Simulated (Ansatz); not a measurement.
# Na (Na, diamond): the cost of one run

Computed with Ansatz 0.2.0 (DFT PBE, plane waves (420 eV) with PAW, scalar-relativistic, unless a step says otherwise).

### 1 The starting structure

It takes space group Fd-3m (No. 227, cubic). Conventional cell: a = 7.412 Å, b = 7.412 Å, c = 7.412 Å, α = 90.00°, β = 90.00°, γ = 90.00°. Around Na (site symmetry -43m) lie 4 Na at 3.21 Å.

Structure file:

```cif
data_structure
_symmetry_space_group_name_H-M 'P 1'
_symmetry_Int_Tables_number 1
_cell_length_a 5.2413
_cell_length_b 5.2413
_cell_length_c 5.2413
_cell_angle_alpha 60.000
_cell_angle_beta 60.000
_cell_angle_gamma 60.000
_cell_volume 101.82
loop_
_atom_site_label
_atom_site_type_symbol
_atom_site_fract_x
_atom_site_fract_y
_atom_site_fract_z
_atom_site_occupancy
Na1 Na 0.12500 0.12500 0.12500 1
Na2 Na 0.87500 0.87500 0.87500 1
```

### 2 Relaxation of the cell

The input, input.yaml:

```yaml
crystal:
  lattice:
    - [0.0, 3.7061924832, 3.7061924832]
    - [3.7061924832, 0.0, 3.7061924832]
    - [3.7061924832, 3.7061924832, 0.0]
  atoms:
    - { symbol: Na, position: [0.125, 0.125, 0.125] }
    - { symbol: Na, position: [0.875, 0.875, 0.875] }
hamiltonian:
  xc: pbe
  pseudopotentials:
    kind: paw
    azcp:
      Na: "pseudopotentials/Na.paw.azcp"
basis:
  ecutwfc: 420
  fft_grid_basis: typed
kpoints:
  mp_grid: { grid: [8, 8, 8], shift: [0, 0, 0] }
magnetization:
  spin_polarized: false
scf:
  occupations: { method: fermi_dirac, width: 0.1 }
relax:
  max_steps: 60
  f_tol: 0.01
  cell: {}
output:
  write_density: true
  write_potential: true
  elf: true
  volumetric_format: npy
```

Launch:

```sh
$ ansatz run input.yaml --threads 1 --pin off --max-ram 3584MiB --backend cpu --events-out ev --progress --plain --runs-dir out
```

**Question.** How long does this run take on 1 thread of Intel Xeon Platinum 8259CL at 2.50GHz (Skylake/Cascade Lake), shared host, and how much memory does it need?

About 12 s, with a peak of 0.54 GiB.
